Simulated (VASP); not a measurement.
Input of a VASP 6.6.1 run:

Contents of INCAR:

```
  PREC = Accurate
  ENCUT = 520
  EDIFF = 1E-6
  ISMEAR = 0
  SIGMA = 0.1
  LREAL = F
  LASPH = T
  NELM = 100
  ALGO = Normal
  ISIF = 2
  LWAVE = F
  LCHARG = F
  MAGMOM = 0 0 0 0 0 0
  LORBIT = 11
  LSORBIT = T
  GGA_COMPAT = F
  GGA = PS
```

The input KPOINTS:

```
regular mesh
0
Gamma
  12 12 12
```

File POSCAR:

```
Sn
1.0
    0.0000000000      3.2695400000      3.2695400000
    3.2695400000      0.0000000000      3.2695400000
    3.2695400000      3.2695400000      0.0000000000
Sn
2
Direct
    0.5000000000      0.5000000000      0.5000000000
    0.7500000000      0.7500000000      0.7500000000
```

Potentials or basis: VASP PAW PBE potentials, release 64 (Sn_d).

The run is started by

```console
$ cat potpaw_PBE.64/Sn_d/POTCAR > POTCAR
$ mpirun -np 1 vasp_ncl > vasp.out
```

(1) What does it give for the pressure?

(2) Estimate the net moment.

Answers

(1) 0.0 GPa.

(2) 0.00 μB per cell.

Caveat: the PAW data sets were made with another functional, which shifts forces and pressure a little.
